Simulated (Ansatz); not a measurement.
**Cost and result for the band gap of MgO**

**What was measured.** The band gap of MgO (Fm-3m) is reported as 7.83 eV (arxiv:0908.1581). The runs below try to reproduce it.

Space group Fm-3m (No. 225). a = 4.194 Å, b = 4.194 Å, c = 4.194 Å, α = 90.00°, β = 90.00°, γ = 90.00°
```json
{"atom": "Mg", "site": "4a", "symmetry": "m-3m", "x": "0.0000", "y": "0.0000", "z": "0.0000"}
{"atom": "O", "site": "4b", "symmetry": "m-3m", "x": "0.5000", "y": "0.0000", "z": "0.0000"}
```

| rung | level | program and potentials | cutoff (eV) | k mesh | task | core time | chip | band gap (eV) | miss (eV) | notes |
| --- | --- | --- | --- | --- | --- | --- | --- | --- | --- | --- |
| GGA | revPBE | Ansatz, Ansatz PAW | 420 | 11 × 11 × 11 | band structure | 1.1 s | Intel Xeon 6975P-C Granite Rapids | 4.96 | -2.87 | potentials made for PBE, which Ansatz adapts in part |
| GGA | BLYP | Ansatz, Ansatz PAW | 420 | 11 × 11 × 11 | band structure | 1.1 s | Intel Xeon 6975P-C Granite Rapids | 5.15 | -2.68 | potentials made for PBE, which Ansatz adapts in part |
| LDA | LDA | Ansatz, Ansatz PAW | 420 | 11 × 11 × 11 | band structure | 2.1 s | Arm Neoverse V1 | 4.78 | -3.05 | potentials made for PBE, which Ansatz adapts in part |
| GGA | PBEsol | Ansatz, Ansatz PAW | 420 | 11 × 11 × 11 | band structure | 2.1 s | Arm Neoverse V1 | 4.76 | -3.07 | potentials made for PBE, which Ansatz adapts in part |
| GGA | PBEsol | Ansatz, Ansatz PAW | 420 | 8 × 8 × 8 | elastic constants | 5.7 s | Arm Neoverse V1 | 4.76 | -3.07 | potentials made for PBE, which Ansatz adapts in part |
| GGA | PBE | Ansatz, Ansatz PAW | 420 | 8 × 8 × 8 | elastic constants | 6.1 s | Arm Neoverse V1 | 4.87 | -2.96 | - |
| G0W0 | G0W0 on PBE | Ansatz, Ansatz PAW | 420 | 6 × 6 × 6 | G0W0 quasiparticle levels | 8.7 s | AMD EPYC 7R13 Zen 3 | 7.44 | -0.39 | bands, basis or mesh of the many-body step not converged; response cutoff 220 eV, bands 136 |
| LDA | LDA | Ansatz, Ansatz PAW | 420 | 8 × 8 × 8 | phonons | 29 s | Arm Neoverse V1 | 4.78 | -3.05 | potentials made for PBE, which Ansatz adapts in part |
| hybrid | PBE0 | Ansatz, Ansatz PAW | 420 | 6 × 6 × 6 | band structure | 44 s | Intel Xeon 6975P-C Granite Rapids | 7.36 | -0.47 | coarse mesh; potentials made for PBE, which Ansatz adapts in part |
| hybrid | B3LYP | Ansatz, Ansatz PAW | 420 | 6 × 6 × 6 | band structure | 73 s | Arm Neoverse V2 | 7.14 | -0.69 | coarse mesh; potentials made for PBE, which Ansatz adapts in part |
| Hartree-Fock | HF | Ansatz, Ansatz PAW | 420 | 6 × 6 × 6 | band structure | 78 s | Arm Neoverse V2 | 15.80 | +7.97 | coarse mesh; potentials made for PBE, which Ansatz adapts in part |
| hybrid | PBEsol0 | Ansatz, Ansatz PAW | 420 | 6 × 6 × 6 | band structure | 79 s | Arm Neoverse V1 | 7.28 | -0.55 | coarse mesh; potentials made for PBE, which Ansatz adapts in part |
| hybrid | HSE06 | Ansatz, Ansatz PAW | 420 | 6 × 6 × 6 | band structure | 94 s | Arm Neoverse V1 | 6.62 | -1.21 | coarse mesh; potentials made for PBE, which Ansatz adapts in part |
| hybrid | HSE03 | Ansatz, Ansatz PAW | 420 | 6 × 6 × 6 | band structure | 95 s | Intel Xeon Platinum 8259CL Skylake/Cascade Lake | 6.37 | -1.46 | coarse mesh; potentials made for PBE, which Ansatz adapts in part |
| hybrid | r2SCAN0 | Ansatz, Ansatz PAW | 500 | 6 × 6 × 6 | band structure | 1.8 min | Arm Neoverse V2 | 7.96 | +0.13 | coarse mesh; potentials made for PBE, which Ansatz adapts in part |
| hybrid | r2SCANh | Ansatz, Ansatz PAW | 500 | 6 × 6 × 6 | band structure | 1.8 min | Arm Neoverse V2 | 6.63 | -1.20 | coarse mesh; potentials made for PBE, which Ansatz adapts in part |
| hybrid | r2SCAN50 | Ansatz, Ansatz PAW | 500 | 6 × 6 × 6 | band structure | 1.8 min | Arm Neoverse V2 | 10.22 | +2.39 | coarse mesh; potentials made for PBE, which Ansatz adapts in part |
| hybrid | HSEsol | Ansatz, Ansatz PAW | 420 | 6 × 6 × 6 | band structure | 1.8 min | Intel Xeon Platinum 8259CL Skylake/Cascade Lake | 6.54 | -1.29 | coarse mesh; potentials made for PBE, which Ansatz adapts in part |

Times are single runs on shared hosts and different chips, so they are rough; meshes, cutoffs and the tasks' sizes weigh on the time. All rows: no spin polarisation. Gaps are the least found on the k mesh or the band path, and a mesh can miss the band edges. Meshes differ between rows, which moves values too. All levels ran on this one cell, unrelaxed unless noted. Meshes are those of the run's cell of 2 atoms unless a note names another. Misses use the values as printed. Runs on faulty files, with rough fits or with known faults for this quantity aren't shown. No row holds spin-orbit coupling.

By rung: LDA 4.78; GGA 4.76 to 5.15; hybrid on coarse meshes 6.37 to 10.22; Hartree-Fock on coarse meshes 15.80; G0W0 on coarse settings 7.44 (eV). Measured: 7.83 eV (arxiv:0908.1581). Closest, coarse meshes and atomic bases left aside, is BLYP (-2.68 eV), and PBE misses by -2.96 eV on plain settings. LDA and GGA gaps fall short mostly because these functionals lack the derivative discontinuity; the runs are for a static lattice, while measurements hold temperature and zero-point motion.
